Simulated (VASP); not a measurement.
## BaTe: single point with PBE

The system is BaTe.

```xyz
4
Lattice="3.3743 3.3743 0.0000 -3.3743 3.3743 0.0000 0.0000 0.0000 7.1575" Properties=species:S:1:pos:R:3 pbc="T T T"
Ba    0.0000    0.0000    0.0000
Ba    0.0000    3.3743    3.5788
Te    0.0000    3.3743    0.0000
Te    0.0000    0.0000    3.5788
```

The cell comes from a database or a generator and needn't be the stable form of this composition.

* Program: VASP 6.6.1
* Task: single point
* Functional: PBE
* Potentials or basis: VASP PAW PBE potentials, release 64 (Ba_sv, Te)
* Cutoff: 520 eV
* k mesh: 6 × 6 × 4
* Occupations: gaussian, width 0.02 eV
* Spin: no spin polarisation

```json
{"Pressure": "3.4 GPa", "Band gap on the k mesh": "1.33 eV"}
```

Stress tensor (GPa, compression positive):
```
5.00 0.00 0.00
0.00 5.00 0.00
0.00 0.00 0.25
```

Levels at points of the mesh, in eV from the valence-band top:
```
           k point  band 12  band 13  band 14  band 15  band 16  band 17  band 18  band 19  band 20  band 21
(0.00, 0.00, 0.00)    -0.33    -0.33    -0.17     0.00     0.00     1.33     2.57     2.78     2.96     2.96
(0.50, 0.00, 0.00)    -2.12    -1.27    -1.27    -1.05    -1.05     3.95     3.95     4.02     4.02     4.19
(0.50, 0.50, 0.00)    -1.11    -0.56    -0.56    -0.42    -0.42     1.34     1.34     4.33     4.33     4.98
(0.00, 0.00, 0.50)    -1.61    -0.26    -0.26    -0.26    -0.26     1.83     1.83     3.96     3.96     4.15
(0.50, 0.00, 0.50)    -2.45    -1.32    -1.32    -1.31    -1.31     4.18     4.18     4.82     4.82     4.87
(0.50, 0.50, 0.50)    -1.32    -0.93    -0.93    -0.93    -0.93     3.21     3.21     3.21     3.21     5.11
```

Wall time 2.1 min on 1 thread of Intel(R) Xeon(R) Platinum 8259CL CPU @ 2.50GHz (Skylake/Cascade Lake) (shared host), peak memory 0.31 GiB.

Caveat: spin-orbit coupling is left out, which moves the levels of the heavy elements. A k mesh can miss the band edges.
